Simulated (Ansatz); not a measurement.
**Pressure series in GeO2**

Take GeO2 in the rutile structure (space group P4_2/mnm, No. 136; a = 4.4875 Å, c = 2.9050 Å) as the base.

Cell and atoms are relaxed at each pressure.

The values are results of PBE/PAW in Ansatz (a first-principles code), no spin-orbit coupling, not measurements.

| variant | width of the top valence band | hole mass | band gap | volume per atom |
|---|---|---|---|---|
| base | 1.79 eV | 1.9 mₑ along c, 1.2 mₑ across (at Γ) | 1.23 eV | 9.75 Å³ |
| pressure −2 GPa | 1.76 eV | 2.0 mₑ along c, 1.2 mₑ across (at Γ) | 1.12 eV | 9.85 Å³ |
| pressure −1 GPa | 1.78 eV | 2.0 mₑ along c, 1.2 mₑ across (at Γ) | 1.17 eV | 9.80 Å³ |
| pressure 0.3 GPa | 1.79 eV | 1.9 mₑ along c, 1.2 mₑ across (at Γ) | 1.24 eV | 9.74 Å³ |
| pressure 0.7 GPa | 1.79 eV | 1.9 mₑ along c, 1.2 mₑ across (at Γ) | 1.26 eV | 9.72 Å³ |
| pressure 1.5 GPa | 1.80 eV | 1.9 mₑ along c, 1.2 mₑ across (at Γ) | 1.30 eV | 9.68 Å³ |
| pressure 3 GPa | 1.82 eV | 1.9 mₑ along c, 1.2 mₑ across (at Γ) | 1.38 eV | 9.61 Å³ |
| pressure 5 GPa | 1.84 eV | – | 1.48 eV | 9.52 Å³ |
| pressure 7.5 GPa | 1.86 eV | 1.8 mₑ along c, 1.1 mₑ across (at Γ) | 1.61 eV | 9.42 Å³ |
| pressure 10 GPa | 1.88 eV | 1.7 mₑ along c, 1.1 mₑ across (at Γ) | 1.73 eV | 9.32 Å³ |

Load acts through the strain it causes; cell and atoms are relaxed under it. Masses are band curvatures over ±0.01 Å⁻¹ around the edge. No phonon test of stability was made. Competing high-pressure phases were not computed.
